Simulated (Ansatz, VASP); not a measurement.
# TePb: VASP beside Ansatz

Wanted: the spread between two codes on one cell, functional and k mesh. The cell is taken from a series of VASP runs on this material, whose earlier steps may have relaxed, scaled or displaced it; both programs get it as it stands.

Main program and level: Ansatz 0.2.0; plane waves, with VASP 6.6.1 beside it; relaxation of cell and atoms at LDA.

## 1. The starting structure

Symmetry: Fm-3m, No. 225, cubic system. Conventional cell: a = 6.386 Å, b = 6.386 Å, c = 6.386 Å, α = 90.00°, β = 90.00°, γ = 90.00°. Nearest to Pb lie 6 Te at 3.19 Å. Nearest to Te lie 6 Pb at 3.19 Å. Farther neighbours and most contacts between anions are not listed.

## 2. VASP: relaxation of cell and atoms, LDA

The relaxed volume is the usual yardstick between codes: its relative difference is about their pressure difference at one cell divided by the bulk modulus.

Lines of VASP's logs that name or quote its potential files are left out, and so is its time.

INCAR

```
SYSTEM = TePb
PREC = Accurate
ENCUT = 450
EDIFF = 1E-06
NELM = 100
ISMEAR = 0
SIGMA = 0.03
LREAL = .FALSE.
ALGO = Normal
GGA = CA
NBANDS = 16
LORBIT = 11
LWAVE = .FALSE.
LCHARG = .FALSE.
KPAR = 4
IBRION = 2
NSW = 50
ISIF = 3
EDIFFG = -0.006
```

POSCAR

```
TePb
1.0
    0.0000000000      3.1928685457      3.1928685457
    3.1928685457      0.0000000000      3.1928685457
    3.1928685457      3.1928685457      0.0000000000
Pb Te
1 1
Direct
    0.0000000000      0.0000000000      0.0000000000
    0.5000000000      0.5000000000      0.5000000000
```

KPOINTS

```
Automatic mesh
0
Gamma
6 6 6
0 0 0
```

The projector-augmented-wave data sets are Pb_d and Te (LDA family, release 64).

Command:

```
mpirun -np 4 vasp_std
```

Numbers of over 12 decimals in the logs are rounded to 6 here.

What it wrote:

```text
[banner, memory and clock lines left out]
running    4 mpi-ranks, on    1 nodes
 distrk:  each k-point on    1 cores,    4 groups
 distr:  one band on    1 cores,    1 groups

 POSCAR found type information on POSCAR PbTe
 POSCAR found :  2 types and       2 ions
 LDA part: xc-table for (Slater(with rela. corr.)+CA(PZ))
 , standard interpolation
 POSCAR, INCAR and KPOINTS ok, starting setup
 FFT: planning ... GRIDC
 FFT: planning ... GRID_SOFT
 FFT: planning ... GRID
 WAVECAR not read
 entering main loop
       N       E                     dE             d eps       ncg     rms          rms(c)
DAV:   1     0.143807738470E+03    0.14381E+03   -0.85027E+03   512   0.107E+03
DAV:   2    -0.183349558887E+00   -0.14399E+03   -0.14087E+03   576   0.287E+02
DAV:   3    -0.867184329260E+01   -0.84885E+01   -0.84708E+01   648   0.770E+01
DAV:   4    -0.888617218012E+01   -0.21433E+00   -0.21430E+00   688   0.150E+01
DAV:   5    -0.889240235556E+01   -0.62302E-02   -0.62301E-02   696   0.193E+00    0.370E+00
DAV:   6    -0.878442132188E+01    0.10798E+00   -0.23849E-01   760   0.376E+00    0.232E+00
DAV:   7    -0.877673173419E+01    0.76896E-02   -0.66433E-02   640   0.138E+00    0.908E-01
DAV:   8    -0.877608576859E+01    0.64597E-03   -0.75865E-03   688   0.874E-01    0.118E-01
DAV:   9    -0.877603257628E+01    0.53192E-04   -0.90803E-04   800   0.297E-01    0.336E-02
DAV:  10    -0.877602398001E+01    0.85963E-05   -0.66454E-05   712   0.693E-02    0.224E-02
DAV:  11    -0.877602488137E+01   -0.90136E-06   -0.13806E-05   688   0.235E-02    0.102E-02
DAV:  12    -0.877602490406E+01   -0.22683E-07   -0.68699E-07   456   0.851E-03
   1 F= -.87760249E+01 E0= -.87760249E+01  d E =-.877602E+01
 curvature:   0.00 expect dE= 0.000E+00 dE for cont linesearch  0.000E+00
 trial: gam= 0.00000 g(F)=  0.713E-60 g(S)=  0.132E-06 ort = 0.000E+00 (trialstep = 0.100E+01)
 search vector abs. value=  0.132E-06
 reached required accuracy - stopping structural energy minimisation
```

From OUTCAR (step 2):

```text
ion  position               nearest neighbor table
   1  0.000  0.000  0.000-   2 3.19   2 3.19   2 3.19   2 3.19   2 3.19   2 3.19
   2  0.500  0.500  0.500-   1 3.19   1 3.19   1 3.19   1 3.19   1 3.19   1 3.19

  LATTYP: Found a face centered cubic cell.
 ALAT       =     6.3857370914

 Subroutine GETGRP returns: Found 48 space group operations
 (whereof 48 operations were pure point group operations)

The static configuration has the point symmetry O_h .

 Found     16 irreducible k-points:

   k-points           NKPTS =     16   k-points in BZ     NKDIM =     16   number of bands    NBANDS=     16

   dimension x,y,z NGX =    32 NGY =   32 NGZ =   32
   dimension x,y,z NGXF=    64 NGYF=   64 NGZF=   64

   ENCUT  =  450.0 eV  33.07 Ry    5.75 a.u.   7.81  7.81  7.81*2*pi/ulx,y,z

   NELECT =      20.0000    total number of electrons

 k-points in reciprocal lattice and weights: Automatic mesh
   0.00000000  0.00000000  0.00000000       0.005
   0.16666667  0.00000000  0.00000000       0.037
   0.33333333  0.00000000  0.00000000       0.037
   0.50000000  0.00000000  0.00000000       0.019
   0.16666667  0.16666667  0.00000000       0.028
   0.33333333  0.16666667  0.00000000       0.111
   0.50000000  0.16666667  0.00000000       0.111
  -0.33333333  0.16666667  0.00000000       0.111
  -0.16666667  0.16666667  0.00000000       0.056
[...]
-0.33333333  0.33333333  0.16666667       0.111
  -0.33333333  0.50000000  0.16666667       0.056

 average (electrostatic) potential at core
       1 -91.3301       2 -88.8128

 E-fermi :   6.0902

 k-point     1 :       0.0000    0.0000    0.0000
  band No.  band energies     occupation
    ...
      6      -6.4695      2.00000
      7       0.3046      2.00000
      8       4.4048      2.00000
      9       4.4048      2.00000
     10       4.4048      2.00000
     11       9.9142      0.00000
     12       9.9142      0.00000
     13       9.9142      0.00000
     14      11.5867      0.00000
     15      11.5867      0.00000
    ...

 k-point     2 :       0.1667    0.0000    0.0000
  band No.  band energies     occupation
    ...
      6      -6.2209      2.00000
      7      -0.5010      2.00000
      8       4.4820      2.00000
      9       4.4820      2.00000
     10       4.8484      2.00000
     11       8.7032      0.00000
     12       8.9468      0.00000
     13       8.9468      0.00000
     14      11.4062      0.00000
     15      12.1053      0.00000
    ...

 k-point     3 :       0.3333    0.0000    0.0000
  band No.  band energies     occupation
    ...
      6      -5.5372      2.00000
      7      -2.0096      2.00000
      8       4.7143      2.00000
      9       4.7143      2.00000
     10       5.4685      2.00000
     11       7.2328      0.00000
     12       7.6114      0.00000
     13       7.6114      0.00000
     14      12.3885      0.00000
     15      13.4884      0.00000
    ...

  Total        0.0013495      0.0013495      0.0013495     -0.0000000      0.0000000     -0.0000000
  in kB        0.0332122      0.0332122      0.0332122     -0.0000000      0.0000000     -0.0000000
  external PRESSURE =       0.0332122 kB  Pullay stress =       0.0000000 kB

  energy-cutoff  :      450.00
  volume of cell :       65.10
      direct lattice vectors                 reciprocal lattice vectors
     0.000000000  3.192868546  3.192868546    -0.156598993  0.156598993  0.156598993
     3.192868546  0.000000000  3.192868546     0.156598993 -0.156598993  0.156598993
     3.192868546  3.192868546  0.000000000     0.156598993  0.156598993 -0.156598993

 POSITION                                       TOTAL-FORCE (eV/Angst)
 -----------------------------------------------------------------------------------
      0.00000      0.00000      0.00000         0.000000      0.000000      0.000000
      3.19287      3.19287      3.19287        -0.000000     -0.000000     -0.000000
 -----------------------------------------------------------------------------------
    total drift:                                0.000000     -0.000000     -0.000000

  FREE ENERGIE OF THE ION-ELECTRON SYSTEM (eV)
  ---------------------------------------------------
  free  energy   TOTEN  =        -8.7760249041 eV

  energy  without entropy=       -8.7760249041  energy(sigma->0) =       -8.77602490

 reached required accuracy - stopping structural energy minimisation

 total charge
# of ion       s       p       d       tot
------------------------------------------
    1        1.455   0.618   9.830  11.903
    2        1.384   2.004   0.022   3.410
--------------------------------------------------
tot          2.839   2.621   9.853  15.313

[... 3 further parts left out ...]
```

## 3. Ansatz: relaxation of cell and atoms, LDA

Ansatz runs on its default PAW (the set named soft_2) files.

The same cell, functional (in two slightly different forms), mesh and smearing now go to Ansatz, which takes its cutoff from its data sets.

input.yaml

```yaml
crystal:
  lattice:
    - [0.0, 3.1928685457, 3.1928685457]
    - [3.1928685457, 0.0, 3.1928685457]
    - [3.1928685457, 3.1928685457, 0.0]
  atoms:
    - { symbol: Pb, position: [0.0, 0.0, 0.0] }
    - { symbol: Te, position: [0.5, 0.5, 0.5] }
hamiltonian:
  xc: lda
  pseudopotentials: { kind: paw }
kpoints:
  mp_grid: { grid: [6, 6, 6] }
scf:
  occupations: { method: gaussian, width: 0.03 }
relax:
  f_tol: 0.01
  max_steps: 60
  cell: { stress_tol: 0.05 }
output:
  forces: true
  stress: true
```

Command:

```
ansatz run input.yaml --threads 4 --pin off --max-ram 9216MiB --backend cpu --events-out ev --progress --plain --runs-dir out
```

What it wrote:

```text
Engine: ansatz 0.2.0, aarch64-unknown-linux-gnu
Pseudopotentials: kind: paw
Pseudopotential: Pb, paw, valence charge 14, recommended cutoff 420 eV (normal), Pb.paw.azcp
Pseudopotential: Te, paw, valence charge 16, recommended cutoff 420 eV (normal), Te.paw.azcp
Functional definition: SPW92
  exchange = slater_x
  correlation = pw_c
Crystal: 2 atoms, lattice volume = 65.099 Å³
Basis set: ecut = 420 eV, 1243 PW (Γ)
Bands: 19, of which v1, the nominal top of the filled ones, is band 15 counted from 1 (14 counted from 0)
Symmetry: 48 space group operations
Space group: Fm-3m (ITA 225), of the structure as read, at distance tolerance 4.0e-5 Å
k-points: 16 of 216
Non-local potential: Pb, projectors of the file, l = 0: 2, l = 1: 2, l = 2: 2, l = 3: 2
Non-local potential: Te, projectors of the file, l = 0: 2, l = 1: 2, l = 2: 2, l = 3: 2
PAW form: soft (Blöchl's): semilocal exchange-correlation on the pseudo side does not see the compensation charge
PAW frozen core: Pb, regenerated for the run's functional, and the local potential with it (the file was generated under x = pbe(κ = 0.804, μ = 0.219515), c = pbe(β = 0.066725))
PAW frozen core: Te, regenerated for the run's functional, and the local potential with it (the file was generated under x = pbe(κ = 0.804, μ = 0.219515), c = pbe(β = 0.066725))
PAW one-centre angular grid: Pb, 590 points (default); XC on 64 Gauss nodes
PAW one-centre angular grid: Te, 590 points (default); XC on 64 Gauss nodes
Initial density: superposition of atomic densities (neutral atoms: chi_scale 0, normalization atom), corrected by the library's trained network
Initial wavefunctions: pseudopotential atomic-orbital guess
Functional: x = slater, c = lda
SCF iter   1: F=—  HF=-18430.274338 eV  |F-HF|=—  |Δ(HF+E_count)|=         —  Δρ=4.41e-3  dr2=6.64e-3  ethr=1.77e-3  ⟨swp⟩=6.8  Hψ=1616  notcnv=0
preconditioner: auto → none  [insulator: Δε(μ)=0.565 eV  Ē_g=14.736 eV  σ=0.030 eV  W_gap=1.00  n_scr=14 (ndim 8)  ℏωp=20.6 eV  f_vac=0.011  D(μ)=0.00/eV (n_scr^D=0)  ε∞_Penn≈3.0]
SCF iter   2: F=—  HF=-18430.270163 eV  |F-HF|=—  |Δ(HF+E_count)|=   4.17e-3  Δρ=1.81e-3  dr2=9.69e-4  ethr=2.21e-5  ⟨swp⟩=2.3  Hψ=685  notcnv=0
SCF iter   3: F=—  HF=-18430.270031 eV  |F-HF|=—  |Δ(HF+E_count)|=   1.32e-4  Δρ=3.98e-4  dr2=2.09e-4  ethr=3.23e-6  ⟨swp⟩=2.1  Hψ=485  notcnv=0
SCF iter   4: F=—  HF=-18430.269967 eV  |F-HF|=—  |Δ(HF+E_count)|=   6.40e-5  Δρ=1.40e-4  dr2=8.36e-6  ethr=6.95e-7  ⟨swp⟩=3.0  Hψ=468  notcnv=0
SCF iter   5: F=—  HF=-18430.269962 eV  |F-HF|=—  |Δ(HF+E_count)|=   4.56e-6  Δρ=2.61e-5  dr2=4.08e-7  ethr=2.79e-8  ⟨swp⟩=2.0  Hψ=544  notcnv=0
SCF iter   6: F=-18430.269962 eV  HF=-18430.269962 eV  |F-HF|=1.10e-9  |Δ(HF+E_count)|=   1.90e-7  Δρ=5.26e-6  dr2=1.24e-8  ethr=3.33e-10  ⟨swp⟩=5.0  Hψ=1160  notcnv=0
SCF 1 converged in 6 iterations: F = -18430.269962 eV  dr2 = 1.24e-8
  greatest PAW one-centre occupation: 0.999 electrons in one spin orbital (limit 2), on the Te atom at site 1 (counted from 0), in its partial waves of l = 2
relax step   1: F+E_penalty+E_count = -18430.26996182 eV  Δ(F+E_penalty+E_count) = +0.000e0 eV  max|allowed force component| = 8.441e-29 eV/Å  Δτ_max = 0.0000 Å  P = -0.110 GPa  Ω = 65.099 Å³  (6 SCF iters, dr2 threshold 1.00e-7 eV, accepted)
[...]
relax step   2: F+E_penalty+E_count = -18430.27003770 eV  Δ(F+E_penalty+E_count) = -7.587e-5 eV  max|allowed force component| = 8.809e-30 eV/Å  Δτ_max = 0.0000 Å  P = +0.049 GPa  Ω = 64.888 Å³  energy of the carried Pulay correction = +3.573e-5 eV  (6 SCF iters, dr2 threshold 3.01e-8 eV, accepted)
[...]
relax step   3: F+E_penalty+E_count = -18430.26999107 eV  Δ(F+E_penalty+E_count) = +4.663e-5 eV  max|allowed force component| = 5.259e-30 eV/Å  Δτ_max = 0.0000 Å  P = +0.049 GPa  Ω = 64.888 Å³  stress off target by 4.90e-2 GPa  SCF on the basis re-selected at this cell (its energy is not comparable with the rows above)  (8 SCF iters)
basis re-selected at this cell: Δ(F+E_penalty+E_count) = +4.663e-5 eV, ΔP = -0.000 GPa vs the last step (what re-selecting the basis moved, of the pressure what is left beyond the Pulay correction that the steps carried, after the strain that the cell walked since its last selection, with what the two solves' SCF thresholds leave and, on support functions, any second-order correction that the steps lacked; it is no m [...]
SCF converged after 8 iterations
Free energy (F): -18430.269991 eV
Harris-Foulkes:  -18430.269991 eV  (|F-HF|=3.64e-12)
Internal energy: -18430.269991 eV  (E = F + TS)
E sigma→0 (E₀):  -18430.269991 eV
Fermi energy:    9.266773 eV
--- Per-component energies (eV) ---
  E_band       = -310.002887
  E_kinetic    = 471.062000
  E_local      = -2337.981726  (includes V_loc(G=0)·N_el)
  E_nonlocal   = 49.440189
  E_hartree    = 1232.006371
  E_xc         = -343.929454
  E_vxc        = -239.498694  (∫ρ·V_xc dr)
  E_paw        = -14611.354977  (= ΣΔE_a)
  E_vpaw       = -717.037231  (= ΣTr[D̂ρ^β])
  E_aug_tail   = -0.000167  (compensation charges beyond the density's cutoff)
  E_ewald      = -2890.113175
  E_core_change = 0.600948  (= ΣΔE_core)
  E_smearing   = -0.000000  (= −TS)
  E_closure    = 0.000000  (closes the sum)
  Σ components = -18430.269991   (vs F -18430.269991, Δ=0.00e0)
--- Forces (eV/Å), atoms counted from 1 ---
  atom   1  Pb    -0.00000000     0.00000000    -0.00000000
  atom   2  Te     0.00000000     0.00000000     0.00000000
  max |Σ_I F_I| component: 8.41e-30 eV/Å
--- Stress (GPa, compression-positive) ---
        0.048954      -0.000000      -0.000000
       -0.000000       0.048954       0.000000
       -0.000000      -0.000000       0.048954
  P = ⅓ Tr σ = 0.0490 GPa (0.490 kbar)
--- Relaxed structure (2 steps of the walk, 2 accepted, 1 SCFs on fresh bases) ---
  F+E_penalty+E_count = -18430.26999107 eV   max|allowed force component| = 5.259e-30 eV/Å   (the final SCF, on the basis selected at the relaxed cell)
  cell:  # Å, volume = 64.8880 Å³
    - [0, 3.189419, 3.189419]
    - [3.189419, 0, 3.189419]
    - [3.189419, 3.189419, 0]
  atoms:
    - { symbol: Pb, position: [0, 0, 0] }
    - { symbol: Te, position: [0.5, 0.5, 0.5] }
```

Run time: 1.4 s. Hardware: 4 threads of Arm Neoverse V2, shared host; peak memory 0.34 GiB; 4 s of CPU time.

## 4. Side by side

Known differences besides the potentials themselves: the two LDA forms differ slightly; both relaxations stop at a tolerance, which leaves soft axes loose, and VASP keeps its plane-wave basis; the data sets hold 30 valence electrons in Ansatz (default PAW (the set named soft_2) files) and 20 in VASP; the cutoff is 420 eV in Ansatz and 450 eV in VASP; VASP's log shows a relativistic correction to its local exchange, Ansatz's none; Ansatz adds a Pulay correction to the stress that steers its cell, VASP none. Total energies have different zeros and are not compared.

Compared:

| quantity | Ansatz | VASP | difference |
| --- | --- | --- | --- |
| volume (Å³) | 64.89 | 65.10 | -0.32 % |
| edge a after relaxation, in the typed setting (Å) | 4.511 | 4.515 | -0.11 % |

The walks stopped with 0.05 GPa left in Ansatz and 0.00 GPa in VASP; each walk ends within a tolerance, so the volume difference is uncertain by about these residues over the bulk modulus, most in soft cells.

## 5. Outcome

| Quantity | Value |
| --- | --- |
| difference in volume (relaxation of cell and atoms, LDA) | -0.32 % |

**Reading.** The difference in volume is -0.32 % (relaxation of cell and atoms, LDA), within the 1.2 % picked in this series as the mark of a large difference, as far as the stopping tolerances let one tell. 1 further run of this series is not shown here. How closely two codes agree says nothing of how well the functional describes the real material.

[Lines on the potential files, build, host, timing and source positions are cut from VASP's logs without a mark.]

[Logs are printed without paths, hosts, clocks, repeated set-up lines and the standing remarks that a program may print on its own settings, such as how far it seeks lower states.]

[Hosts, paths, dates, database ids (printed as entryN), source tags and the programs' standing remarks are cut or masked in the printed files.]
